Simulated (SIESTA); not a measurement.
Set up this calculation in SIESTA 5.4.2, as the native input.

```yaml
Task: single point
Functional: PBE
Potentials_or_basis: PseudoDojo 0.4 standard (PBE files)
Basis: DZP (energy shift 0.003 Ry; two zetas on semicore shells)
Grid_cutoff: 800 Ry
Energy_shift: 0.003 Ry
k_mesh: 9 × 9 × 9
Occupations: fermi-dirac, width 0.05 eV
Spin: no spin polarisation
```

Crystal: PbO2.

```
CELL_PARAMETERS angstrom
0.00000 2.70199 2.70199
2.70199 0.00000 2.70199
2.70199 2.70199 0.00000
ATOMIC_POSITIONS crystal
Pb 0.99611 0.00198 0.00536
O 0.74542 0.74686 0.74195
O 0.23800 0.27224 0.24122
```

The cell comes from a database or a generator and needn't be the stable form of this composition.

The cell isn't the ideal one: atoms moved at random, drawn with an rms of 0.05 Å.

The input as run:

PbO2.fdf

```
SystemName                      PbO2
SystemLabel                     PbO2
NumberOfSpecies                 2
NumberOfAtoms                   3
%block ChemicalSpeciesLabel
  1  82 Pb
  2   8 O
%endblock ChemicalSpeciesLabel

LatticeConstant                 1.0 Ang
%block LatticeVectors
     0.0000000000     2.7019920000     2.7019920000
     2.7019920000     0.0000000000     2.7019920000
     2.7019920000     2.7019920000     0.0000000000
%endblock LatticeVectors
AtomicCoordinatesFormat         Ang
%block AtomicCoordinatesAndAtomicSpecies
     0.0198380253     0.0039746302    -0.0051689107  1
     4.0227662195     4.0188726490     4.0321313238  2
     1.3873513024     1.2948242883     1.3786535901  2
%endblock AtomicCoordinatesAndAtomicSpecies

%block kgrid.MonkhorstPack
    9   0   0  0.0
    0   9   0  0.0
    0   0   9  0.0
%endblock kgrid.MonkhorstPack
XC.Functional                   GGA
XC.Authors                      PBE
PAO.BasisSize                   DZP
PAO.EnergyShift                 0.003 Ry
Mesh.Cutoff                     800 Ry
OccupationFunction              FD
ElectronicTemperature           0.05 eV
MaxSCFIterations                120
SCF.MustConverge                false
SCF.Mixer.Method                Pulay
SCF.Mixer.Weight                0.25
SCF.Mixer.History               8
SCF.DM.Tolerance                5.0e-05
SCF.H.Tolerance                 1.0e-03 eV
WriteForces                     true
Charge.Mulliken                 end
%block PAO.Basis
  Pb 4
  n=6 0 2
    6.167 0.000
  n=6 1 2
    8.915 0.000
  n=5 2 2
    4.155 0.000
  n=6 2 1
    8.915
%endblock PAO.Basis
```

Potentials or basis: PseudoDojo 0.4 standard (PBE files), DZP (energy shift 0.003 Ry; two zetas on semicore shells).

The run is started by

```sh
$ siesta PbO2.fdf > PbO2.out 2>&1
```

It gave:

- Pressure: 4.9 GPa
- Largest force: 0.592 eV/Å
- Band gap on the k mesh: none (metal or under the smearing width)

Caveat: the basis of atomic orbitals isn't converged, which shifts pressures, moduli and gaps.

Wall time 63 s on 1 thread of Arm Neoverse V1, on a shared host, peak memory 0.3 GiB.
